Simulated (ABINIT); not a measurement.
Write the native input for ABINIT 10.8.3 (patched build) that does the following.

```
Task                : equation of state
Functional          : LDA
Potentials or basis : JTH PAW LDA v2.0
Cutoff              : 272 eV
k mesh              : 8 × 8 × 8
Occupations         : fermi-dirac, width 0.05 eV
Spin                : no spin polarisation
Fine-grid cutoff    : 544.228 eV
```

The system is BeTe.

```
Te Be
1.0
     0.00000    2.77000    2.77000
     2.77000    0.00000    2.77000
     2.77000    2.77000    0.00000
Te Be
1 1
Direct
  0.75000 0.75000 0.75000
  0.00000 0.00000 0.00000
```

The input as run:

run.abi

```
# Datasets: one volume each
ndtset 7
getwfk -1
scalecart1 3*0.9795861087
scalecart2 3*0.9864848297
scalecart3 3*0.9932883884
scalecart4 3*1.0000000000
scalecart5 3*1.0066227096
scalecart6 3*1.0131594038
scalecart7 3*1.0196128224

# Pseudopotentials
pp_dirpath "./"
pseudos "Te.LDA_PW-JTH.xml, Be.LDA_PW-JTH.xml"

# Structure
acell 3*1.0 Angstrom
rprim
     0.0000000000     2.7700000000     2.7700000000
     2.7700000000     0.0000000000     2.7700000000
     2.7700000000     2.7700000000     0.0000000000
ntypat 2
znucl 52 4
natom 2
typat 1 2
xred
     0.7500000000     0.7500000000     0.7500000000
     0.0000000000     0.0000000000     0.0000000000

# Plane-wave basis
ecut 272.113862 eV
pawecutdg 20.0

# k points
kptopt 1
ngkpt 8 8 8
nshiftk 1
shiftk 0.0 0.0 0.0

# Exchange and correlation
ixc 7

# Bands and occupations
nband 9
occopt 3
tsmear 0.00183747

# SCF cycle
nstep 100
tolvrs 1.0e-9

# Output
iomode 3
prtwf 1
prtden 0
prteig 0
prtebands 0
enunit 1
```

Potentials or basis: JTH PAW LDA v2.0.

Run with:

```bash
$ abinit run.abi > log 2>&1
```

It gave:

| Quantity | Value |
| --- | --- |
| Equilibrium volume | 21.43 Å³/atom (rough: see the caveat) |
| Bulk modulus | 65 GPa (rough) |

Caveat: the cutoff is too short for stress, so the log's stress isn't used; pressures at fixed basis lie under the slope of the energies; the fit is doubtful: noisy points or a state that changes with volume.

Run time: 19 s on 1 thread of Arm Neoverse V1, on a shared host, peak memory 0.11 GiB.
